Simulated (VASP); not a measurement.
Input of a VASP 6.6.1 run:

File INCAR:

```
ALGO = Fast ; AMIX = 0.2
EDIFF = 1E-7 ; EDIFFG = -0.002
ENCUT = 520 ; GGA = PE
IBRION = 2 ; ISIF = 3
ISMEAR = 0 ; LASPH = T
LCHARG = F ; LREAL = F
LWAVE = F ; NELM = 60
NSW = 80 ; PREC = Accurate
SIGMA = 0.02
```

Contents of KPOINTS:

```
k-points
0
Gamma
  8 8 8
```

The input POSCAR:

```
CdTe
1.0
    0.0000000000      3.2050000000      3.2050000000
    3.2050000000      0.0000000000      3.2050000000
    3.2050000000      3.2050000000      0.0000000000
Cd Te
1 1
Direct
    0.0000000000      0.0000000000      0.0000000000
    0.2500000000      0.2500000000      0.2500000000
```

Potentials or basis: VASP PAW PBE potentials, release 64 (Cd, Te).

Command:

```sh
$ cat potpaw_PBE.64/Cd/POTCAR potpaw_PBE.64/Te/POTCAR > POTCAR
$ mpirun -np 1 vasp_std > vasp.out
```

Problem. Estimate the band gap on the k mesh.

Solution. 0.58 eV, direct.

Problem. What does it give for the relaxed cell?

Solution. a = 4.684 Å, b = 4.684 Å, c = 4.684 Å, α = 60.00°, β = 60.00°, γ = 60.00°.

Problem. Estimate the relaxed volume.

Solution. 36.33 Å³/atom.

Step by step:
```
step  energy change (eV)  largest force (eV/Å)  pressure (GPa)  volume (Å³)
   1              0.0000                0.0000            4.39        65.84
   2             -0.0784                0.0000           -0.97        74.83
   3             -0.0852                0.0000            0.03        72.63
   4             -0.0851                0.0000           -0.05        72.77
   5             -0.0852                0.0000           -0.01        72.66
```

Caveat: spin-orbit coupling is left out, which moves the levels of the heavy elements; the volume moved by +10 % from the deposited cell, more than functionals usually miss. PBE usually gives volumes a little too large and moduli too small.
